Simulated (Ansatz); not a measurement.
**Structure search for AlGa₂N₃**

Computed with Ansatz, DFT PBE, scalar-relativistic, plane waves, PAW. All cells share a 420 eV cutoff and Γ-centred k meshes spaced at most about 0.3 Å⁻¹ (2π included). No spin polarisation.

The zero of energy is the elements' standard structures at the same level (N₂ as a molecule); no fitted shifts are applied.

Temperature and zero-point effects are left out. Only the structures computed here compete, so a lower one can exist. Kohn–Sham gaps at this level usually fall short of measured ones.

Invented guesses were relaxed alike, and ends that match in structure were merged. ΔE counts from the first row. Coordination counts N atoms around Al and Ga (those within 1.25 times the shortest such distance or 1.15 times the sum of covalent radii, 1.27 where that leaves under three). The ends were matched against large subsets of the Crystallography Open Database and the Materials Project, so a missing match doesn't prove that a structure is unreported.

| # | reached from | type and space group | atoms | Å³/atom | coordination | ΔE (meV/atom) | gap on mesh (eV) | in databases | checks |
| --- | --- | --- | --- | --- | --- | --- | --- | --- | --- |
| 1 | Al and Ga ordered on zinc blende sites | I-4m2 (No. 119) | 6 | 11.4 | Al 4, Ga 4 | 0 | 2.24 | no match | no imaginary mode at Γ (other wave vectors untested) |
| 2 | Al and Ga ordered on zinc blende sites | P3m1 (No. 156) | 6 | 11.4 | Al 4, Ga 4 | 3 | 2.14 | no match | no imaginary mode on a 3×3×1 q mesh |
| 3 | Al and Ga ordered on rock salt sites | P-3m1 (No. 164) | 6 | 9.3 | Al 6, Ga 6 | 382 | 1.49 | no match | - |
| 4 | Al and Ga ordered on rock salt sites | I4/mmm (No. 139) | 6 | 9.3 | Al 6, Ga 6 | 390 | 1.17 | no match | - |

The lowest: Space group I-4m2 (No. 119), tetragonal, a = 3.185 Å, c = 13.472 Å. Al is surrounded by 4 N at 1.91 Å; around Ga lie 4 N at 1.96–1.97 Å; N on a site of symmetry 2mm is surrounded by 2 Al at 1.91 Å and 2 Ga at 1.97 Å; around N on a site of symmetry -4m2 lie 4 Ga at 1.96 Å. Its energy over the elements is −0.738 eV/atom. It lies below the elements, which doesn't yet make it stable against other compounds or structures. An observed structure of this formula, if there is one, may be missing.

```cif
data_structure
_symmetry_space_group_name_H-M 'P 1'
_symmetry_Int_Tables_number 1
_cell_length_a 7.1023
_cell_length_b 7.1023
_cell_length_c 7.1023
_cell_angle_alpha 154.088
_cell_angle_beta 154.088
_cell_angle_gamma 36.971
_cell_volume 68.31
loop_
_atom_site_label
_atom_site_type_symbol
_atom_site_fract_x
_atom_site_fract_y
_atom_site_fract_z
_atom_site_occupancy
Al1 Al 0.50000 0.50000 0.00000 1
Ga1 Ga 0.83539 0.83539 0.00000 1
Ga2 Ga 0.16461 0.16461 0.00000 1
N1 N 0.42152 0.92152 0.50000 1
N2 N 0.07848 0.57848 0.50000 1
N3 N 0.75000 0.25000 0.50000 1
```

The second: Space group P3m1 (No. 156), trigonal, a = 3.182 Å, c = 7.795 Å. Al has 4 N at 1.90–1.93 Å; around Ga on its first site lie 4 N at 1.96–1.98 Å; Ga on its second site has 4 N at 1.96–1.97 Å; N on its first site is surrounded by 4 Ga at 1.96–1.97 Å; 2 more sites not described. Counting N atoms around Al and Ga, the first and the second both have Al 4, Ga 4. Shaken at random and relaxed again, row 1 came back. Cells without such a test can be saddle points.

```
CELL_PARAMETERS angstrom
3.18200 0.00000 0.00000
-1.59100 2.75570 0.00000
0.00000 0.00000 7.79524
ATOMIC_POSITIONS crystal
Al 0.00000 0.00000 0.33308
Ga 0.33333 0.66667 0.00276
Ga 0.66667 0.33333 0.66407
N 0.66667 0.33333 0.91632
N 0.00000 0.00000 0.57679
N 0.33333 0.66667 0.25698
```

Some candidate types were left out of the draw beforehand, so a known form may be missing.
